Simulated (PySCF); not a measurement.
**ethylene glycol: calculation and literature**

Mapped SMILES: `[OH:1][CH2:2][CH2:3][OH:4]`; H(Xn) means a hydrogen on atom n.

The experiment to reproduce: δ 13C C2/C3 64.3 ppm (measured; solution, acetone-d6, 298 K; Fulmer et al., Organometallics 2010, 29, 2176).
δ 13C C2/C3 62.8; δ 1H H(C2)/H(C3) 3.34 ppm (measured; solution, DMSO-d6, 298 K; Fulmer et al., Organometallics 2010, 29, 2176).
δ 13C C2/C3 64.3; δ 1H H(C2)/H(C3) 3.59 ppm (measured; solution, CD3OD, 298 K; Fulmer et al., Organometallics 2010, 29, 2176).
δ 13C C2/C3 64.1; δ 1H H(C2)/H(C3) 3.66 ppm (measured; solution, CD2Cl2, 298 K; Fulmer et al., Organometallics 2010, 29, 2176).
δ 17O O1/O4 -5.5 ppm (measured; liquid, neat, 295 K; 17O NMR survey of organic solvents and oxofluorinated compounds, PMC5915748).
δ 13C C2/C3 64.9; δ 1H H(C2)/H(C3) 3.72 ppm (measured; solution, TFE-d3, 298 K; Fulmer et al., Organometallics 2010, 29, 2176).

Computed data (PySCF 2.14): NMR shieldings at B97-2/pcSseg-2/GIAO, geometry from PBE0-D3(BJ)/def2-TZVP. Fast rotation and ring inversion assumed for equivalent nuclei, gas phase, one computed conformer, relativity neglected.

(1) What does the calculation give, and how does it compare?

(2) How far are the unscaled 13C shifts from the references?

(3) How far are the unscaled 1H shifts from the references?

Results:

(1) 
Reference values: measured (solution, acetone-d6, 298 K; Fulmer et al., Organometallics 2010, 29, 2176).
```tsv
atoms	quantity	reference	computed	computed, scaled
C2/C3	δ 13C	64.3	68.7	64.2
```

Reference values: measured (solution, DMSO-d6, 298 K; Fulmer et al., Organometallics 2010, 29, 2176).
```
      atoms  quantity  reference  computed  computed, scaled
      C2/C3     δ 13C       62.8      68.7              64.2
H(C2)/H(C3)      δ 1H       3.34      3.73              3.64
```

Reference values: measured (solution, CD3OD, 298 K; Fulmer et al., Organometallics 2010, 29, 2176).
```csv
atoms,quantity,reference,computed,"computed, scaled"
C2/C3,δ 13C,64.3,68.7,64.2
H(C2)/H(C3),δ 1H,3.59,3.73,3.64
```

Reference values: measured (solution, CD2Cl2, 298 K; Fulmer et al., Organometallics 2010, 29, 2176).
```
      atoms  quantity  reference  computed  computed, scaled
      C2/C3     δ 13C       64.1      68.7              64.2
H(C2)/H(C3)      δ 1H       3.66      3.73              3.64
```

Reference values: measured (liquid, neat, 295 K; 17O NMR survey of organic solvents and oxofluorinated compounds, PMC5915748).
```tsv
atoms	quantity	reference	computed	computed, scaled
O1/O4	δ 17O vs D2O (external)	-5.5	–	-16.6
```

Reference values: measured (solution, TFE-d3, 298 K; Fulmer et al., Organometallics 2010, 29, 2176).
```
      atoms  quantity  reference  computed  computed, scaled
      C2/C3     δ 13C       64.9      68.7              64.2
H(C2)/H(C3)      δ 1H       3.72      3.73              3.64
```

Computed shifts are σ(ref) − σ with the named reference compound (TMS for H and C) calculated as an isolated molecule at the same level. The measured values may be among those fitted. Scaled to experiment by linear calibration (H and C: mostly CDCl3 data, vs TMS): 1H: δ = 29.81 − 0.938σ (rms 0.14 ppm, 293 shifts, 0.16 ppm with the 4 outliers that the fit left out); 13C: δ = 176.83 − 0.965σ (rms 2.0 ppm, 507 shifts, 2.1 ppm with the 1 outlier that the fit left out); 17O: δ = 275.01 − 0.945σ (rms 12.8 ppm, 79 shifts vs liquid water, solution or neat liquid). A few per cent of atoms miss by over 2 rms, more outside the fitted compound classes. Hydrogens on heteroatoms aren't scaled, only referred to computed TMS.

(2) Mean signed difference +4.62 ppm, mean absolute 4.62 ppm over 5 comparisons; the largest is +5.9 ppm at C2/C3 (sp3 CH2 bonded to O).

(3) Mean signed difference +0.15 ppm, mean absolute 0.15 ppm over 4 comparisons; the largest is +0.39 ppm at H(C2)/H(C3) (hydrogen on an sp3 CH2 bonded to O).

10 of the 24 published NMR values on file for this molecule are compared. The rest: values from further sources, protons in aromatic solvents.
